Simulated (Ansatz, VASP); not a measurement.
CsBr: VASP beside Ansatz

```
CELL_PARAMETERS angstrom
4.28600 0.00000 0.00000
0.00000 4.28600 0.00000
0.00000 0.00000 4.28600
ATOMIC_POSITIONS crystal
Cs 0.00000 0.00000 0.00000
Br 0.50000 0.50000 0.50000
```

Alike in both runs: task single point; functional PBEsol; k mesh 4 × 4 × 4; occupations gaussian, width 0.1 eV; no spin polarisation.

|  | VASP | Ansatz |
| --- | --- | --- |
| version | VASP 6.6.1 | Ansatz 0.2.0 |
| potentials or method | VASP PAW PBE potentials, release 64 (Cs_sv, Br) | scalar-relativistic, plane waves, PAW |
| plane-wave cutoff (eV) | 520 | 420 |
| valence electrons in the cell | 16 | 16 |

|  | VASP | Ansatz | Ansatz less VASP |
| --- | --- | --- | --- |
| gap on the k mesh at the Fermi level (eV) | 4.33 | 4.33 | +0.010 |
| least direct gap on the mesh (eV) | 4.33 | 4.33 | +0.010 |
| pressure (GPa) | -0.4 | -0.4 | -0.06 |

With one functional, cell and mesh, what is left measures potentials, basis and numerics.

Caveats: the PAW data sets were made with another functional, which shifts forces and pressure a little (VASP); spin-orbit coupling is left out, which moves the levels of the heavy elements. Expect the measured gap to be larger: semilocal functionals such as PBEsol lack the derivative discontinuity.
